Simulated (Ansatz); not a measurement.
Here is an Ansatz 0.2.0 calculation.

File input.yaml:

```yaml
crystal:
  lattice:
    - [3.8799, 0.0, 0.0]
    - [-1.93995, 3.3600919641, 0.0]
    - [0.0, 0.0, 6.3859]
  atoms:
    - { symbol: Yb, position: [0.6666666667, 0.3333333333, 0.75], spin: 2.0 }
    - { symbol: Yb, position: [0.3333333333, 0.6666666667, 0.25], spin: 2.0 }
hamiltonian:
  xc: pbesol
  pseudopotentials: { kind: paw }
magnetization:
  spin_polarized: true
  initial_magnetization: 4.0
  spin_locking: { lock_magnetization: hard }
kpoints:
  mp_grid: { grid: [7, 7, 4] }
scf:
  occupations: { method: fermi_dirac, width: 0.05 }
  lower_state_search: "off"
output:
  forces: true
  stress: true
  eigenvalues: true
  write_density: true
  write_potential: true
  elf: true
  volumetric_format: npy
```

Potentials or basis: Ansatz PAW.

The run is started by

```bash
$ ansatz run input.yaml --threads 2 --pin off --max-ram 5632MiB --backend cpu --events-out ev --progress --plain --runs-dir out
```

Question: Predict the pressure.

Answer: -3.9 GPa.

Stress tensor (GPa, compression positive):
```
-3.32  0.00  0.00
 0.00 -3.32  0.00
 0.00  0.00 -5.12
```

Caveat: spin-orbit coupling is left out, which moves the levels of the heavy elements; the total moment is fixed, so each spin has its own Fermi level; the PAW data sets come from PBE, with cores solved anew for the run's functional, which leaves a small shift of forces and pressure; the thresholds are loose for stress. The state reached can hang on the start; a lower one may exist.
